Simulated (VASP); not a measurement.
The system is BeS.

```
S Be
1.0
     0.00000    2.42500    2.42500
     2.42500    0.00000    2.42500
     2.42500    2.42500    0.00000
S Be
1 1
Direct
  0.75000 0.75000 0.75000
  0.00000 0.00000 0.00000
```

```yaml
Program: VASP 6.6.1
Task: relaxation of cell and atoms
Functional: LDA
Potentials_or_basis: VASP PAW LDA potentials, release 64 (S, Be)
Cutoff: 600 eV
k_mesh: 9 × 9 × 9
Occupations: fermi-dirac, width 0.05 eV
Spin: no spin polarisation
```

At the start: pressure -3.1 GPa; volume 14.26 Å³/atom.

Q: Where does the relaxation end?

A: Over 3 steps the energy falls by 4.6 meV/atom and the volume is 13.80 Å³/atom (-3.2 %); space group F-43m (No. 216, to 0.05 Å).

The path:
| step | energy change (eV) | largest force (eV/Å) | pressure (GPa) | volume (Å³) |
| --- | --- | --- | --- | --- |
| 1 | 0.0000 | 0.0000 | -3.15 | 28.52 |
| 2 | -0.0087 | 0.0000 | 0.84 | 27.38 |
| 3 | -0.0093 | 0.0000 | 0.00 | 27.60 |

Final structure:
```cif
data_structure
_symmetry_space_group_name_H-M 'P 1'
_symmetry_Int_Tables_number 1
_cell_length_a 3.3922
_cell_length_b 3.3922
_cell_length_c 3.3922
_cell_angle_alpha 60.000
_cell_angle_beta 60.000
_cell_angle_gamma 60.000
_cell_volume 27.60
loop_
_atom_site_label
_atom_site_type_symbol
_atom_site_fract_x
_atom_site_fract_y
_atom_site_fract_z
_atom_site_occupancy
S1 S 0.75000 0.75000 0.75000 1
Be1 Be 0.00000 0.00000 0.00000 1
```
